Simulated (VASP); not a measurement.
# CoO (Fm-3m) in VASP: a series of runs

Runs on CoO. Level: PBE. Tasks: relaxation of cell and atoms.

Everything below comes from runs of VASP 6.6.1. Logs are shortened: lines on timing, memory, paths and dates and some standing lists are left out, and cuts for length are marked.

### 1 The crystal as given

It takes space group Fm-3m (No. 225, cubic). The conventional cell has a = 4.263 Å, b = 4.263 Å, c = 4.263 Å, α = 90.00°, β = 90.00°, γ = 90.00°. Around Co (site symmetry m-3m) lie 6 O at 2.13 Å. O (site symmetry m-3m) has 6 Co at 2.13 Å as nearest neighbours.

### 2 Relaxation of cell and atoms, PBE

The input, INCAR:

```
PREC     = Accurate       # precision mode
ENCUT    = 520            # plane-wave cutoff, eV
EDIFF    = 1E-7           # SCF threshold, eV
ISMEAR   = 0              # smearing method
SIGMA    = 0.02           # smearing width, eV
LREAL    = F              # projectors in reciprocal space
LASPH    = T              # aspherical terms in the spheres
NELM     = 100            # most SCF steps
ALGO     = Normal         # electronic algorithm
ISIF     = 3              # what is computed and relaxed
LWAVE    = F              # write WAVECAR
LCHARG   = F              # write CHGCAR
GGA      = PE             # functional
IBRION   = 2              # ionic algorithm
NSW      = 80             # ionic steps
EDIFFG   = -0.002         # ionic threshold
```

The input, KPOINTS:

```
regular mesh
0
Gamma
  12 12 12
```

The input, POSCAR:

```
CoO
1.0
    0.0000000000      2.1315000000      2.1315000000
    2.1315000000      0.0000000000      2.1315000000
    2.1315000000      2.1315000000      0.0000000000
Co O
1 1
Direct
    0.0000000000      0.0000000000      0.0000000000
    0.5000000000      0.5000000000      0.5000000000
```

Potentials or basis: VASP PAW PBE potentials, release 64 (Co, O).

Launch:

```console
$ cat potpaw_PBE.64/Co/POTCAR potpaw_PBE.64/O/POTCAR > POTCAR
$ mpirun -np 1 vasp_std > vasp.out
```

OUTCAR:

```text
PREC = Accurate
   ENCUT = 520
   EDIFF = 1E-7
   ISMEAR = 0
   LREAL = F
   LASPH = T
   NELM = 100
   ISIF = 3
   GGA = PE
   IBRION = 2
   NSW = 80
   EDIFFG = -0.002

 ion  position               nearest neighbor table
   1  0.000  0.000  0.000-   2 2.13   2 2.13   2 2.13   2 2.13   2 2.13   2 2.13
   2  0.500  0.500  0.500-   1 2.13   1 2.13   1 2.13   1 2.13   1 2.13   1 2.13

  LATTYP: Found a face centered cubic cell.
 ALAT       =     4.2630000000

  Lattice vectors:

 A1 = (   0.0000000000,   2.1315000000,   2.1315000000)
 A2 = (   2.1315000000,   0.0000000000,   2.1315000000)
 A3 = (   2.1315000000,   2.1315000000,   0.0000000000)

Analysis of symmetry for initial positions (statically):
=====================================================================
 Subroutine PRICEL returns:
 Original cell was already a primitive cell.

 Routine SETGRP: Setting up the symmetry group for a
 face centered cubic supercell.

 Subroutine GETGRP returns: Found 48 space group operations
 (whereof 48 operations were pure point group operations)
 out of a pool of 48 trial point group operations.

The static configuration has the point symmetry O_h .

Analysis of symmetry for dynamics (positions and initial velocities):
=====================================================================
 Subroutine PRICEL returns:
 Original cell was already a primitive cell.

 Routine SETGRP: Setting up the symmetry group for a
 face centered cubic supercell.

 Subroutine GETGRP returns: Found 48 space group operations
 (whereof 48 operations were pure point group operations)
 out of a pool of 48 trial point group operations.

The dynamic configuration has the point symmetry O_h .

 Subroutine INISYM returns: Found 48 space group operations
 (whereof 48 operations are pure point group operations),
 and found     1 'primitive' translations

----------------------------------------------------------------------------------------

                                     Primitive cell

  volume of cell :      19.3681

  direct lattice vectors                    reciprocal lattice vectors
     0.000000000  2.131500000  2.131500000    -0.234576589  0.234576589  0.234576589
     2.131500000  0.000000000  2.131500000     0.234576589 -0.234576589  0.234576589
     2.131500000  2.131500000  0.000000000     0.234576589  0.234576589 -0.234576589

  length of vectors
     3.014396208  3.014396208  3.014396208     0.406298571  0.406298571  0.406298571

  position of ions in fractional coordinates (direct lattice)
     0.000000000  0.000000000  0.000000000
     0.500000000  0.500000000  0.500000000

  ion indices of the primitive-cell ions
   primitive index   ion index
                 1           1
                 2           2

----------------------------------------------------------------------------------------

 KPOINTS: regular mesh

Automatic generation of k-mesh.
 Grid dimensions read from file:
 generate k-points for:   12   12   12

 Generating k-lattice:

  Cartesian coordinates                     Fractional coordinates (reciprocal lattice)
    -0.019548049  0.019548049  0.019548049     0.083333333  0.000000000  0.000000000
     0.019548049 -0.019548049  0.019548049     0.000000000  0.083333333  0.000000000
     0.019548049  0.019548049 -0.019548049     0.000000000  0.000000000  0.083333333

  Length of vectors
     0.033858214  0.033858214  0.033858214

  Shift w.r.t. Gamma in fractional coordinates (k-lattice)
     0.000000000  0.000000000  0.000000000

 Subroutine IBZKPT returns following result:
 ===========================================

 Found     72 irreducible k-points:

 Following reciprocal coordinates:
            Coordinates               Weight
  0.000000  0.000000  0.000000      1.000000
  0.083333  0.000000  0.000000      8.000000
  0.166667  0.000000  0.000000      8.000000
  0.250000  0.000000  0.000000      8.000000
  0.333333  0.000000  0.000000      8.000000
  0.416667  0.000000  0.000000      8.000000
[... 16 lines left out ...]
  0.500000  0.166667  0.000000     24.000000
 -0.416667  0.166667  0.000000     24.000000
 [... further k-points ...]
   k-points           NKPTS =     72   k-points in BZ     NKDIM =     72   number of bands    NBANDS=     11
   number of dos      NEDOS =    301   number of ions     NIONS =      2
   total plane-waves  NPLWV =  13824
   dimension x,y,z NGX =    24 NGY =   24 NGZ =   24
   dimension x,y,z NGXF=    48 NGYF=   48 NGZF=   48
   ions per type =               1   1
   NGX,Y,Z   is equivalent  to a cutoff of  13.24, 13.24, 13.24 a.u.
   NGXF,Y,Z  is equivalent  to a cutoff of  26.47, 26.47, 26.47 a.u.
 SYSTEM =  unknown system
   PREC   = accura    normal or accurate (medium, high low for compatibility)
   ISTART =      0    job   : 0-new  1-cont  2-samecut
   ICHARG =      2    charge: 1-file 2-atom 10-const
   ISPIN  =      1    spin polarized calculation?
   LNONCOLLINEAR =      F non collinear calculations
   LSORBIT =      F    spin-orbit coupling
   LASPH  =      T    aspherical Exc in radial PAW
   ENCUT  =  520.0 eV  38.22 Ry    6.18 a.u.   5.60  5.60  5.60*2*pi/ulx,y,z
   NELM   =    100;   NELMIN=  2; NELMDL= -5     # of ELM steps
   EDIFF  = 0.1E-06   stopping-criterion for ELM
   LREAL  =      F    real-space projection
   EDIFFG = -.2E-02   stopping-criterion for IOM
   NSW    =     80    number of steps for IOM
   IBRION =      2    ionic relax: 0-MD 1-quasi-New 2-CG
   NFREE  =      1    steps in history (QN), initial steepest desc. (CG)
   ISIF   =      3    stress and relaxation
   ISYM   =      2    0-nonsym 1-usesym 2-fastsym
   POTIM  = 0.5000    time-step for ionic-motion
   TEBEG  =    0.0;   TEEND  =   0.0 temperature during run
   PSTRESS=    0.0 pullay stress
   NELECT =      15.0000    total number of electrons
   NUPDOWN=      -1.0000    fix difference up-down
   EMIN   =  10.00;   EMAX   =-10.00  energy-range for DOS
   EFERMI =   0.00;   METHOD = LEGACY
   ISMEAR =     0;   SIGMA  =   0.02  broadening in eV -4-tet -1-fermi 0-gaus
   EFERMI_NEDOS =   21; number of points for ismear=-14 and -15
   IALGO  =     38    algorithm
   IMIX   =      4    mixing-type and parameters
     AMIX     =   0.40;   BMIX     =  1.00
     AMIX_MAG =   1.60;   BMIX_MAG =  1.00
  volume/ion in A,a.u.               =       9.68        65.35
  Fermi-wavevector in a.u.,A,eV,Ry     =   1.503407  2.841027 30.752334  2.260233
  Thomas-Fermi vector in A             =   2.614521
   LORBIT       =      0    0 simple, 1 ext, 2 COOP (PROOUT), +10 PAW based schemes
   GGA     = PE    functional components
   LHFCALC =     F    Hartree Fock is set to
   AEXX    =    0.0000 exact exchange contribution
   IVDW    =     0    specifies the selected vdW correction
   LEPSILON=     F    determine dielectric tensor
   LRPA    =     F    only Hartree local field effects (RPA)
 conjugate gradient relaxation of ions
 non-spin polarized calculation
 Gauss-broadening in eV      SIGMA  =   0.02
  energy-cutoff  :      520.00
  volume of cell :       19.37
 maximum number of plane-waves:       544
   NGX = 11   NGY = 11   NGZ = 11

--------------------------------------- Ionic step        1  -------------------------------------------

 number of electron      15.0000008 magnetization

 Free energy of the ion-electron system (eV)
  ---------------------------------------------------
  ext. energy  EPLUGINS =         0.00000000
  ---------------------------------------------------
  free energy    TOTEN  =       -12.57094397 eV

  energy without entropy =      -12.57026844  energy(sigma->0) =      -12.57060621

------------------------ aborting loop because EDIFF is reached ----------------------------------------

  FORCE on cell =-STRESS in cart. coord.  units (eV):
  Direction    XX          YY          ZZ          XY          YZ          ZX
  --------------------------------------------------------------------------------------
  -------------------------------------------------------------------------------------
  Total       -2.4117390     -2.4117390     -2.4117390     -0.0000000     -0.0000000      0.0000000
  in kB     -199.5055002   -199.5055002   -199.5055002     -0.0000000     -0.0000000      0.0000000
  external PRESSURE =    -199.5055002 kB  Pullay stress =       0.0000000 kB
[... 21 lines left out ...]
  energy  without entropy=      -12.5702684392  energy(sigma->0) =      -12.57060621

--------------------------------------- Ionic step        2  -------------------------------------------

 number of electron      14.9999997 magnetization

 E-fermi :  10.4748     XC(G=0): -13.4732

 val. band max:       10.4655932311   @ k =   0.3333   0.1667   0.0000
 cond. band min:      10.4837175343   @ k =   0.5000   0.5000   0.0000
 fundamental gap:      0.0181243033
 Fermi energy:        10.4747797073

 k-point     1 :       0.0000    0.0000    0.0000
  band No.  band energies     occupation
      1     -11.5770      2.00000
      2       6.3742      2.00000
      3       6.3742      2.00000
      4       6.3742      2.00000
      5       8.5470      2.00000
      6       8.5470      2.00000
      7       8.5470      2.00000
      8       9.0713      2.00000
      9       9.0714      2.00000
     10      12.8145      0.00000
     11      28.0204      0.00000
[... 463 lines left out ...]
  energy  without entropy=      -12.7187272190  energy(sigma->0) =      -12.71896435

--------------------------------------- Ionic step        6  -------------------------------------------

 number of electron      15.0000002 magnetization

 Free energy of the ion-electron system (eV)
  ---------------------------------------------------
  ext. energy  EPLUGINS =         0.00000000
  ---------------------------------------------------
  free energy    TOTEN  =       -12.71922094 eV

  energy without entropy =      -12.71874831  energy(sigma->0) =      -12.71898463

 E-fermi :   9.4466     XC(G=0): -13.0932

 val. band max:        9.4230948638   @ k =  -0.2500   0.1667   0.0000
 cond. band min:       9.4483876674   @ k =  -0.3333   0.4167   0.0833
 fundamental gap:      0.0252928036
 Fermi energy:         9.4466452290

 k-point     1 :       0.0000    0.0000    0.0000
  band No.  band energies     occupation
      1     -11.9546      2.00000
      2       5.6372      2.00000
      3       5.6372      2.00000
      4       5.6372      2.00000
      5       7.7387      2.00000
      6       7.7387      2.00000
      7       7.7387      2.00000
      8       8.2028      2.00000
      9       8.2028      2.00000
     10      11.3895      0.00000
     11      26.8355      0.00000
[... 351 lines left out ...]
  FREE ENERGIE OF THE ION-ELECTRON SYSTEM (eV)
  ---------------------------------------------------
  free  energy   TOTEN  =       -12.7192209441 eV

  energy  without entropy=      -12.7187483096  energy(sigma->0) =      -12.71898463

 reached required accuracy - stopping structural energy minimisation
```

Run time: 44 s. Hardware: 1 thread of Intel Xeon Platinum 8488C (Sapphire Rapids), shared host; peak memory 0.16 GiB.

What came out:

- Free energy: -12.7192 eV
- Relaxed volume: 8.61 Å³/atom
- Relaxed cell: a = 2.899 Å, b = 2.899 Å, c = 2.899 Å, α = 60.00°, β = 60.00°, γ = 60.00°
- Space group after relaxing (to 0.05 Å): Fm-3m (No. 225)
- Energy gained by relaxing: 74.1 meV/atom
- Ionic steps: 6
- Pressure after relaxing: 0.0 GPa
- Band gap on the k mesh: none (metal or under the smearing width)

Step by step:
| step | energy change (eV) | largest force (eV/Å) | pressure (GPa) | volume (Å³) |
| --- | --- | --- | --- | --- |
| 1 | 0.0000 | 0.0000 | -19.95 | 19.37 |
| 2 | -0.0979 | 0.0000 | 16.34 | 16.18 |
| 3 | -0.1483 | 0.0000 | -0.14 | 17.24 |
| 4 | -0.1482 | 0.0000 | 0.41 | 17.20 |
| 5 | -0.1483 | 0.0000 | -0.28 | 17.25 |
| 6 | -0.1483 | 0.0000 | 0.01 | 17.23 |

Final structure:
```
Co O
1.0
     0.00000    2.04994    2.04994
     2.04994    0.00000    2.04994
     2.04994    2.04994    0.00000
Co O
1 1
Direct
  0.00000 0.00000 0.00000
  0.50000 0.50000 0.50000
```

Levels at points of the mesh, in eV from the Fermi level:
| k point | band 4 | band 5 | band 6 | band 7 | band 8 | band 9 | band 10 | band 11 |
| --- | --- | --- | --- | --- | --- | --- | --- | --- |
| (0.00, 0.00, 0.00) | -3.81 | -1.71 | -1.71 | -1.71 | -1.24 | -1.24 | 1.94 | 17.39 |
| (0.50, 0.00, 0.00) | -6.17 | -0.62 | -0.62 | -0.27 | 1.82 | 1.82 | 5.59 | 10.73 |
| (0.50, 0.50, 0.00) | -5.10 | -3.00 | -0.73 | -0.27 | -0.27 | -0.05 | 7.32 | 10.64 |

Caveat: the volume moved by -11 % from the deposited cell, more than functionals usually miss; an odd number of electrons without spin polarisation forces a metal; a magnetic or distorted state may lie lower; the run has no spin polarisation, though such a crystal can be magnetic; semilocal functionals often make such compounds metallic where correlation or magnetic order opens a gap, which also shifts bond lengths. Spin polarisation is off, so any magnetic state and its effect on volume and gap are missing.

### 3 Relaxation of cell and atoms, PBE

This run uses another cell than the first one, of 8.61 Å³/atom, 0.890 times its volume.

INCAR is that of step 2.

KPOINTS is that of step 2.

The input, POSCAR:

```
CoO                                     
1.0
    0.0000000000      2.0499417604      2.0499417604
    2.0499417604     -0.0000000000      2.0499417604
    2.0499417604      2.0499417604      0.0000000000
  Co              O             
     1     1
Direct
     0.0000000000000000    0.0000000000000000    0.0000000000000000
     0.5000000000000000    0.5000000000000000    0.5000000000000000
```

Potentials or basis: VASP PAW PBE potentials, release 64 (Co, O).

Launch:

```console
$ cat potpaw_PBE.64/Co/POTCAR potpaw_PBE.64/O/POTCAR > POTCAR
$ mpirun -np 1 vasp_std > vasp.out
```

OUTCAR:

```text
PREC = Accurate
   ENCUT = 520
   EDIFF = 1E-7
   ISMEAR = 0
   LREAL = F
   LASPH = T
   NELM = 100
   ISIF = 3
   GGA = PE
   IBRION = 2
   NSW = 80
   EDIFFG = -0.002

 ion  position               nearest neighbor table
   1  0.000  0.000  0.000-   2 2.05   2 2.05   2 2.05   2 2.05   2 2.05   2 2.05
   2  0.500  0.500  0.500-   1 2.05   1 2.05   1 2.05   1 2.05   1 2.05   1 2.05

  LATTYP: Found a face centered cubic cell.
 ALAT       =     4.0998835208

  Lattice vectors:

 A1 = (   0.0000000000,   2.0499417604,   2.0499417604)
 A2 = (   2.0499417604,   0.0000000000,   2.0499417604)
 A3 = (   2.0499417604,   2.0499417604,   0.0000000000)

Analysis of symmetry for initial positions (statically):
=====================================================================
 Subroutine PRICEL returns:
 Original cell was already a primitive cell.

 Routine SETGRP: Setting up the symmetry group for a
 face centered cubic supercell.

 Subroutine GETGRP returns: Found 48 space group operations
 (whereof 48 operations were pure point group operations)
 out of a pool of 48 trial point group operations.

The static configuration has the point symmetry O_h .

[... 215 lines left out ...]
 Fermi energy:         9.4399693457

 k-point     1 :       0.0000    0.0000    0.0000
  band No.  band energies     occupation
      1     -11.9559      2.00000
      2       5.6330      2.00000
      3       5.6330      2.00000
      4       5.6330      2.00000
      5       7.7335      2.00000
      6       7.7335      2.00000
      7       7.7335      2.00000
      8       8.1971      2.00000
      9       8.1972      2.00000
     10      11.3809      0.00000
     11      26.8276      0.00000
[... 309 lines left out ...]
 k-point    24 :      -0.4167    0.1667    0.0000
  band No.  band energies     occupation
      1     -10.4356      2.00000
      2       0.9158      2.00000
      3       3.0343      2.00000
      4       3.3465      2.00000
      5       8.6466      2.00000
      6       8.7982      2.00000
      7       9.0704      2.00000
      8      10.3454      0.00000
      9      11.0554      0.00000
     10      16.6111      0.00000
     11      19.8830      0.00000

 [... further k-points ...]
[... 5 lines left out ...]
  --------------------------------------------------------------------------------------
  -------------------------------------------------------------------------------------
  Total        0.0026419      0.0026419      0.0026419     -0.0000000     -0.0000000     -0.0000000
  in kB        0.2455694      0.2455694      0.2455694     -0.0000000     -0.0000000     -0.0000000
  external PRESSURE =       0.2455694 kB  Pullay stress =       0.0000000 kB

 VOLUME and BASIS-vectors are now :
 -----------------------------------------------------------------------------
  energy-cutoff  :      520.00
  volume of cell :       17.24
      direct lattice vectors                 reciprocal lattice vectors
     0.000000000  2.050246795  2.050246795    -0.243873080  0.243873080  0.243873080
     2.050246795  0.000000000  2.050246795     0.243873080 -0.243873080  0.243873080
     2.050246795  2.050246795 -0.000000000     0.243873080  0.243873080 -0.243873080

 POSITION                                       TOTAL-FORCE (eV/Angst)
 -----------------------------------------------------------------------------------
      2.05025      4.10049      2.05025         0.000000     -0.000000      0.000000
      2.05025      2.05025      2.05025         0.000000      0.000000     -0.000000
 -----------------------------------------------------------------------------------
    total drift:                               -0.000000     -0.000000      0.000000

  FREE ENERGIE OF THE ION-ELECTRON SYSTEM (eV)
  ---------------------------------------------------
  free  energy   TOTEN  =       -12.7161228046 eV

  energy  without entropy=      -12.7156496937  energy(sigma->0) =      -12.71588625

 reached required accuracy - stopping structural energy minimisation
```

CONTCAR:

```text
CoO
   1.00000000000000
     0.0000000000000000    2.0502467954466717    2.0502467954466717
     2.0502467954466717    0.0000000000000000    2.0502467954466717
     2.0502467954466717    2.0502467954466717   -0.0000000000000000
  Co              O
     1     1
Direct
     1.0000000000000000    0.0000000000000000    1.0000000000000000
     0.5000000000000000    0.5000000000000000    0.5000000000000000

  0.00000000E+00  0.00000000E+00  0.00000000E+00
  0.00000000E+00  0.00000000E+00  0.00000000E+00
```

Run time: 20 s. Hardware: 1 thread of Intel Xeon Platinum 8488C (Sapphire Rapids), shared host; peak memory 0.15 GiB.

Results:

| Quantity | Value |
| --- | --- |
| Free energy | -12.7161 eV |
| Relaxed volume | 8.62 Å³/atom |
| Relaxed cell | a = 2.899 Å, b = 2.899 Å, c = 2.899 Å, α = 60.00°, β = 60.00°, γ = 60.00° |
| Space group after relaxing (to 0.05 Å) | Fm-3m (No. 225) |
| Energy gained by relaxing | 0.0 meV/atom |
| Ionic steps | 2 |
| Pressure after relaxing | 0.0 GPa |
| Band gap on the k mesh | none (metal or under the smearing width) |

Final structure:
```
Co O
1.0
     0.00000    2.05025    2.05025
     2.05025    0.00000    2.05025
     2.05025    2.05025    0.00000
Co O
1 1
Direct
  0.00000 0.00000 0.00000
  0.50000 0.50000 0.50000
```

Levels at points of the mesh, in eV from the Fermi level:
```
           k point  band 5  band 6  band 7  band 8  band 9  band 10  band 11
(0.00, 0.00, 0.00)   -1.71   -1.71   -1.71   -1.24   -1.24     1.94    17.39
(0.50, 0.00, 0.00)   -0.62   -0.62   -0.27    1.82    1.82     5.59    10.72
(0.50, 0.50, 0.00)   -3.00   -0.73   -0.27   -0.27   -0.06     7.31    10.64
```

Caveat: an odd number of electrons without spin polarisation forces a metal; a magnetic or distorted state may lie lower; the run has no spin polarisation, though such a crystal can be magnetic; semilocal functionals often make such compounds metallic where correlation or magnetic order opens a gap, which also shifts bond lengths.
